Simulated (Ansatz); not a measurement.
# Sb: response to strain

Aim: deform Sb (equal xx and yy strain of +1 %) and compute stress, forces and field gradients with LAPW, PAW and all-electron datasets made for the crystal.

Computed with Ansatz 0.2.0 (DFT PBE, scalar-relativistic, unless a step's input says otherwise).

**1. Starting point**

Symmetry: P6_3/mmc, No. 194, hexagonal system. Conventional cell: a = 3.369 Å, b = 3.369 Å, c = 5.330 Å, α = 90.00°, β = 90.00°, γ = 120.00°. Sb (site symmetry -6m2) has 12 Sb at 3.30 to 3.37 Å as nearest neighbours.

Coordinates:

```cif
data_structure
_symmetry_space_group_name_H-M 'P 1'
_symmetry_Int_Tables_number 1
_cell_length_a 3.3690
_cell_length_b 3.3690
_cell_length_c 5.3300
_cell_angle_alpha 90.000
_cell_angle_beta 90.000
_cell_angle_gamma 120.000
_cell_volume 52.39
loop_
_atom_site_label
_atom_site_type_symbol
_atom_site_fract_x
_atom_site_fract_y
_atom_site_fract_z
_atom_site_occupancy
Sb1 Sb 0.33333 0.66667 0.25000 1
Sb2 Sb 0.66667 0.33333 0.75000 1
```

Atoms are numbered in the order of the input: Sb1, Sb2.

**2. The deformed structure**

Space group P6_3/mmc before, P6_3/mmc after.

**3. All-electron LAPW**

input.yaml reads:

```yaml
crystal:
  lattice:
    - [3.4026901813, 0.0, 0.0]
    - [-1.7013450907, 2.9468161382, 0.0]
    - [0.0, 0.0, 5.33]
  atoms:
    - { symbol: Sb, position: [0.3333333333, 0.6666666667, 0.25] }
    - { symbol: Sb, position: [0.6666666667, 0.3333333333, 0.75] }
kpoints:
  mp_grid: { grid: [12, 12, 7] }
  band_path:
    path:
      - [0.0, 0.0, 0.0]
      - [0.5, 0.0, 0.0]
      - [0.3333333333, 0.3333333333, 0.0]
      - [0.0, 0.0, 0.0]
      - [0.0, 0.0, 0.5]
      - [0.5, 0.0, 0.5]
      - [0.3333333333, 0.3333333333, 0.5]
      - [0.0, 0.0, 0.5]
      - [0.5, 0.0, 0.5]
    npoints: 5
scf:
  occupations: { method: fermi_dirac, width: 0.05 }
hamiltonian:
  xc: pbe
  pseudopotentials: { kind: all_electron, lapw: { basis_error: 0.0005 } }
output:
  forces: true
  stress: true
  eigenvalues: true
```

The run is started by

```sh
ansatz run input.yaml --threads 1 --pin off --max-ram 3072MiB --backend cpu --events-out ev --progress --plain --runs-dir out
```

**4. PAW with frozen cores**

input.yaml reads:

```yaml
crystal:
  lattice:
    - [3.4026901813, 0.0, 0.0]
    - [-1.7013450907, 2.9468161382, 0.0]
    - [0.0, 0.0, 5.33]
  atoms:
    - { symbol: Sb, position: [0.3333333333, 0.6666666667, 0.25] }
    - { symbol: Sb, position: [0.6666666667, 0.3333333333, 0.75] }
kpoints:
  mp_grid: { grid: [12, 12, 7] }
scf:
  occupations: { method: fermi_dirac, width: 0.05 }
hamiltonian:
  xc: pbe
  pseudopotentials: { kind: paw }
output:
  forces: true
  stress: true
  eigenvalues: true
  efg: { contact_densities: true }
```

**5. Datasets made for this crystal**

input.yaml, as its differences from that of step 4:

```diff
@@ -14,3 +14,3 @@
   xc: pbe
-  pseudopotentials: { kind: paw }
+  pseudopotentials: { kind: all_electron, datasets: crystal }
 output:
```

(Steps that only read results are left out.)

Before running it: what results should come out? Wanted: pressure; largest shear or deviatoric stress.

As calculated:

| quantity | value |
| --- | --- |
| pressure | LAPW 1.62, PAW 1.62, crystal datasets 1.62 GPa |
| largest shear or deviatoric stress (LAPW) | 0.52 GPa |

What this shows: The largest part of the stress beyond the pressure is 0.52 GPa in size, in the zz component; the atoms are carried along and not relaxed. No run of the undeformed cell stands beside it, so the pressure holds what the given cell had before the change. PAW: stress within 0.01 GPa of LAPW. Crystal datasets: stress within 0.01 GPa of LAPW. Spin-orbit coupling is left out, though the cell holds Sb; in elements this heavy it can shift bands and gaps by tenths of an eV.
